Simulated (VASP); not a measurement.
Si:

```
CELL_PARAMETERS angstrom
0.00000 2.72185 2.72185
2.72185 0.00000 2.72185
2.72185 2.72185 0.00000
ATOMIC_POSITIONS crystal
Si 0.50123 0.50905 0.49418
Si 0.75046 0.74894 0.74012
```

The cell isn't the ideal one: atoms moved at random, drawn with an rms of 0.05 Å.

| Quantity | Value |
| --- | --- |
| Program | VASP 6.6.1 |
| Task | relaxation of the atoms |
| Functional | r2SCAN |
| Potentials or basis | VASP PAW PBE potentials, release 64 (Si) |
| Cutoff | 520 eV |
| k mesh | 8 × 8 × 8 |
| Occupations | gaussian, width 0.05 eV |
| Spin | no spin polarisation |

At the start: pressure -0.1 GPa; volume 20.16 Å³/atom.

**Question.** Where does the relaxation end?

**Answer.** Over 4 steps the energy falls by 9.0 meV/atom; space group Fd-3m (No. 227, to 0.05 Å).

Step by step:
```tsv
step	energy change (eV)	largest force (eV/Å)	pressure (GPa)
1	0.0000	0.7300	-0.10
2	-0.0119	0.4186	-0.16
3	-0.0181	0.0231	-0.18
4	-0.0181	0.0073	-0.18
```

Final structure:
```
Si
1.0
     0.00000    2.72185    2.72185
     2.72185    0.00000    2.72185
     2.72185    2.72185    0.00000
Si
2
Direct
  0.50079 0.50406 0.49212
  0.75091 0.75393 0.74218
```

Caveat: the PAW data sets were made with another functional, which shifts forces and pressure a little.
